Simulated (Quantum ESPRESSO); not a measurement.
# BN (P6_3/mmc) in Quantum ESPRESSO: convergence with density cutoff

Aim: find how far density cutoff must go before the results for BN settle, at LDA. This setting moves, with any that are tied to it; all else stays.

Everything below comes from runs of Quantum ESPRESSO 7.5. Logs are shortened: lines on timing, memory, paths and dates and some standing lists are left out, and cuts for length are marked.

### 1 The structure

It takes space group P6_3/mmc (No. 194, hexagonal). The conventional cell has a = 2.498 Å, b = 2.498 Å, c = 6.636 Å, α = 90.00°, β = 90.00°, γ = 120.00°. N (site symmetry -6m2) is surrounded by 3 B at 1.44 Å. B (site symmetry -6m2) has 3 N at 1.44 Å as nearest neighbours.

### 2 With density cutoff 160 Ry

Input file pw.in:

```
&CONTROL
  calculation = 'scf'
  prefix = 'pwscf'
  outdir = './tmp'
  pseudo_dir = './pseudo'
  tprnfor = .true.
  tstress = .true.
  disk_io = 'nowf'
/
&SYSTEM
  ibrav = 0
  nat = 4
  ntyp = 2
  ecutwfc = 40
  ecutrho = 160
  nbnd = 14
  occupations = 'smearing'
  smearing = 'fd'
  degauss = 0.00999582
/
&ELECTRONS
  conv_thr = 8d-10
  electron_maxstep = 120
  mixing_beta = 0.5
/
ATOMIC_SPECIES
N     14.0070 N.LDA_PW-JTH.UPF
B     10.8100 B.LDA_PW-JTH.UPF
CELL_PARAMETERS angstrom
   2.4982400000    0.0000000000    0.0000000000
  -1.2491200000    2.1635393048    0.0000000000
   0.0000000000    0.0000000000    6.6357000000
ATOMIC_POSITIONS crystal
N      0.6666666667    0.3333333333    0.2500000000
N      0.3333333333    0.6666666667    0.7500000000
B      0.6666666667    0.3333333333    0.7500000000
B      0.3333333333    0.6666666667    0.2500000000
K_POINTS automatic
12 12 4 0 0 0
```

Potentials or basis: JTH 2.0 LDA.

Started as:

```console
OMP_NUM_THREADS=1 pw.x -in pw.in > pw.out
```

pw.out:

```text
This program is part of the open-source Quantum ESPRESSO suite
     for quantum simulation of materials; please cite
         "P. Giannozzi et al., J. Phys.:Condens. Matter 21 395502 (2009);
         "P. Giannozzi et al., J. Phys.:Condens. Matter 29 465901 (2017);
         "P. Giannozzi et al., J. Chem. Phys. 152 154105 (2020);
     in publications or presentations arising from this work. More details at

     file N.LDA_PW-JTH.UPF: wavefunction(s)  0S 0P renormalized
     file B.LDA_PW-JTH.UPF: wavefunction(s)  2S 0S 2P 0P renormalized
     Message from routine setup:
     using ibrav=0 with symmetry is DISCOURAGED, use correct ibrav instead

     G-vector sticks info
     --------------------
     sticks:   dense  smooth     PW     G-vecs:    dense   smooth      PW
     Sum         253     253     85                 8331     8331    1589

     Using Slab Decomposition

     bravais-lattice index     =            0
     lattice parameter (alat)  =       4.7210  a.u.
     unit-cell volume          =     242.0373 (a.u.)^3
     number of atoms/cell      =            4
     number of atomic types    =            2
     number of electrons       =        16.00
     number of Kohn-Sham states=           14
     kinetic-energy cutoff     =      40.0000  Ry
     charge density cutoff     =     160.0000  Ry
     scf convergence threshold =      8.0E-10
     mixing beta               =       0.5000
     number of iterations used =            8  plain     mixing
     Exchange-correlation= SLA PW NOGX NOGC
                           (   1   4   0   0   0   0   0)

     celldm(1)=   4.720989  celldm(2)=   0.000000  celldm(3)=   0.000000
     celldm(4)=   0.000000  celldm(5)=   0.000000  celldm(6)=   0.000000

     crystal axes: (cart. coord. in units of alat)
               a(1) = (   1.000000   0.000000   0.000000 )
               a(2) = (  -0.500000   0.866025   0.000000 )
               a(3) = (   0.000000   0.000000   2.656150 )

     reciprocal axes: (cart. coord. in units 2 pi/alat)
               b(1) = (  1.000000  0.577350 -0.000000 )
[... 106 lines left out ...]

     starting charge      15.9995, renormalised to      16.0000
     Starting wfcs are   32 randomized atomic wfcs

     Self-consistent Calculation

     iteration #  1     ecut=    40.00 Ry     beta= 0.50
     Davidson diagonalization with overlap
     ethr =  1.00E-02,  avg # of iterations =  4.4

     total energy              =     -77.04841334 Ry
     estimated scf accuracy    <       0.76620121 Ry
[... 50 lines left out ...]
     iteration #  9     ecut=    40.00 Ry     beta= 0.50
     Davidson diagonalization with overlap
     ethr =  1.91E-11,  avg # of iterations =  2.1

     End of self-consistent calculation

          k = 0.0000 0.0000 0.0000 (  1045 PWs)   bands (ev):

   -13.1548 -12.8400  -1.8701   0.3427   3.1584   3.1584   3.1926   3.1926
     9.4415  14.5709  15.9828  15.9828  16.1101  16.1103
[... 83 lines left out ...]
   -10.2451 -10.2451  -3.7775  -3.7775   0.4930   0.4930   2.9658   2.9658
     9.8472   9.8472  14.4573  14.4573  17.2672  17.2672

          k = 0.0000-0.5774 0.0000 (  1040 PWs)   bands (ev):

    -9.9029  -9.8311  -4.4024  -4.3387   0.3172   0.3826   3.0058   4.0594
     8.5878  10.0412  14.0296  14.5074  16.8279  17.9947

          k = 0.0000-0.5774 0.0941 (  1042 PWs)   bands (ev):

    -9.8923  -9.8416  -4.3969  -4.3511   0.3267   0.3733   3.1658   3.9194
     8.6794   9.7010  14.2237  14.5193  17.2041  17.9212

          k = 0.0000-0.5774-0.1882 (  1040 PWs)   bands (ev):

    -9.8668  -9.8668  -4.3773  -4.3773   0.3494   0.3494   3.5528   3.5528
     9.0752   9.0752  14.4701  14.4701  17.7478  17.7478

          k = 0.0833 0.1443 0.0000 (  1041 PWs)   bands (ev):
[... 176 lines left out ...]
    -9.2619  -9.2619  -3.5005  -3.5005  -2.5766  -2.5766   4.4949   4.4949
     9.0128   9.0128  16.1306  16.1306  18.2946  18.2946

     the Fermi energy is     6.6238 ev

!    total energy              =     -77.21231743 Ry
     total all-electron energy =       -77.212317 Ry
     estimated scf accuracy    <          1.0E-10 Ry
     smearing contrib. (-TS)   =      -0.00000001 Ry
     internal energy E=F+TS    =     -77.21231743 Ry

     The total energy is F=E-TS. E is the sum of the following terms:
     one-electron contribution =     -15.34282184 Ry
     hartree contribution      =      16.35646854 Ry
     xc contribution           =     -16.13905111 Ry
     ewald contribution        =     -36.74426616 Ry
     one-center paw contrib.   =     -25.34264685 Ry

     convergence has been achieved in   9 iterations

     Forces acting on atoms (cartesian axes, Ry/au):

     atom    1 type  1   force =    -0.00000000   -0.00000000   -0.00000000
     atom    2 type  1   force =     0.00000000    0.00000000    0.00000000
     atom    3 type  2   force =    -0.00000000    0.00000000    0.00000000
     atom    4 type  2   force =    -0.00000000   -0.00000000   -0.00000000

     Total force =     0.000000     Total SCF correction =     0.000000

     Computing stress (Cartesian axis) and pressure

          total   stress  (Ry/bohr**3)                   (kbar)     P=      -80.01
  -0.00062136   0.00000000   0.00000000          -91.40        0.00        0.00
   0.00000000  -0.00062136   0.00000000            0.00      -91.40        0.00
   0.00000000  -0.00000000  -0.00038897            0.00       -0.00      -57.22

=------------------------------------------------------------------------------=
   JOB DONE.
=------------------------------------------------------------------------------=
```

It took 9.8 s on 1 thread of Arm Neoverse V1, shared host; peak memory 0.05 GiB.

What came out:

* Free energy: -1050.5271 eV
* Band gap on the k mesh: 4.09 eV, indirect (least direct gap 4.52 eV)

### 3 With density cutoff 200 Ry

pw.in, as its differences from that of step 2:

```diff
@@ -14,3 +14,3 @@
   ecutwfc = 40
-  ecutrho = 160
+  ecutrho = 200
   nbnd = 14
```

Potentials or basis: JTH 2.0 LDA.

Started as:

```console
OMP_NUM_THREADS=1 pw.x -in pw.in > pw.out
```

It took 9.8 s on 1 thread of Arm Neoverse V1, shared host; peak memory 0.05 GiB.

What came out:

```yaml
Free_energy: -1050.5260 eV
Band_gap_on_the_k_mesh: 4.09 eV, indirect (least direct gap 4.52 eV)
```

### 4 With density cutoff 240 Ry

pw.in, as its differences from that of step 3:

```diff
@@ -14,3 +14,3 @@
   ecutwfc = 40
-  ecutrho = 200
+  ecutrho = 240
   nbnd = 14
```

Started as:

```console
OMP_NUM_THREADS=1 pw.x -in pw.in > pw.out
```

Run time: 9.9 s. Hardware: 1 thread of Arm Neoverse V1, shared host; peak memory 0.05 GiB.

Results:

| Property | Result |
| --- | --- |
| Free energy | -1050.5250 eV |
| Band gap on the k mesh | 4.09 eV, indirect (least direct gap 4.52 eV) |

### 5 With density cutoff 280 Ry

pw.in, as its differences from that of step 4:

```diff
@@ -14,3 +14,3 @@
   ecutwfc = 40
-  ecutrho = 240
+  ecutrho = 280
   nbnd = 14
```

Started as:

```console
OMP_NUM_THREADS=1 pw.x -in pw.in > pw.out
```

It took 10 s on 1 thread of Arm Neoverse V1, shared host; peak memory 0.06 GiB.

What came out:

* Free energy: -1050.5250 eV
* Band gap on the k mesh: 4.09 eV, indirect (least direct gap 4.52 eV)

### 6 With density cutoff 320 Ry

pw.in, as its differences from that of step 5:

```diff
@@ -14,3 +14,3 @@
   ecutwfc = 40
-  ecutrho = 280
+  ecutrho = 320
   nbnd = 14
```

Potentials or basis: JTH 2.0 LDA.

Started as:

```console
OMP_NUM_THREADS=1 pw.x -in pw.in > pw.out
```

Run time: 10 s. Hardware: 1 thread of Arm Neoverse V1, shared host; peak memory 0.06 GiB.

It converged, with:

```
Free energy            : -1050.5254 eV
Band gap on the k mesh : 4.09 eV, indirect (least direct gap 4.52 eV)
```

### 7 With density cutoff 400 Ry

pw.in, as its differences from that of step 6:

```diff
@@ -14,3 +14,3 @@
   ecutwfc = 40
-  ecutrho = 320
+  ecutrho = 400
   nbnd = 14
```

Started as:

```console
OMP_NUM_THREADS=1 pw.x -in pw.in > pw.out
```

Wall time 10 s (1 thread of Arm Neoverse V1, shared host); peak memory 0.07 GiB.

Results (log left out):

```
Free energy            : -1050.5252 eV
Band gap on the k mesh : 4.09 eV, indirect (least direct gap 4.52 eV)
```

### 8 With density cutoff 480 Ry

pw.in, as its differences from that of step 7:

```diff
@@ -14,3 +14,3 @@
   ecutwfc = 40
-  ecutrho = 400
+  ecutrho = 480
   nbnd = 14
```

Started as:

```console
OMP_NUM_THREADS=1 pw.x -in pw.in > pw.out
```

Wall time 10 s (1 thread of Arm Neoverse V1, shared host); peak memory 0.08 GiB.

The run converged. Its results:

* Free energy: -1050.5252 eV
* Band gap on the k mesh: 4.09 eV, indirect (least direct gap 4.52 eV)

### 9 With density cutoff 640 Ry

pw.in, as its differences from that of step 8:

```diff
@@ -14,3 +14,3 @@
   ecutwfc = 40
-  ecutrho = 480
+  ecutrho = 640
   nbnd = 14
```

Potentials or basis: JTH 2.0 LDA.

Started as:

```console
OMP_NUM_THREADS=1 pw.x -in pw.in > pw.out
```

It took 12 s on 1 thread of Arm Neoverse V1, shared host; peak memory 0.11 GiB.

Results (log left out):

| Item | Value |
| --- | --- |
| Free energy | -1050.5253 eV |
| Band gap on the k mesh | 4.09 eV, indirect (least direct gap 4.52 eV) |

### 10 Summary

| density cutoff | energy less the tightest run, at zero smearing (meV/atom) | SCF cycles | CPU time (s) | peak memory (GiB) |
| --- | --- | --- | --- | --- |
| 160 Ry | -0.46 | 9 | 9.8 | 0.05 |
| 200 Ry | -0.19 | 9 | 9.8 | 0.05 |
| 240 Ry | 0.06 | 9 | 9.9 | 0.05 |
| 280 Ry | 0.05 | 9 | 10 | 0.06 |
| 320 Ry | -0.03 | 9 | 10 | 0.06 |
| 400 Ry | 0.00 | 9 | 10 | 0.07 |
| 480 Ry | 0.01 | 9 | 10 | 0.08 |
| 640 Ry | 0.00 | 9 | 12 | 0.11 |

Against the tightest run, the energy stays within 1 meV/atom from 160 Ry on. The tightest run that finished is the yardstick and may itself not be fully converged.

Caveats: the cutoff is low for these files, which shifts pressure and relaxed volume.
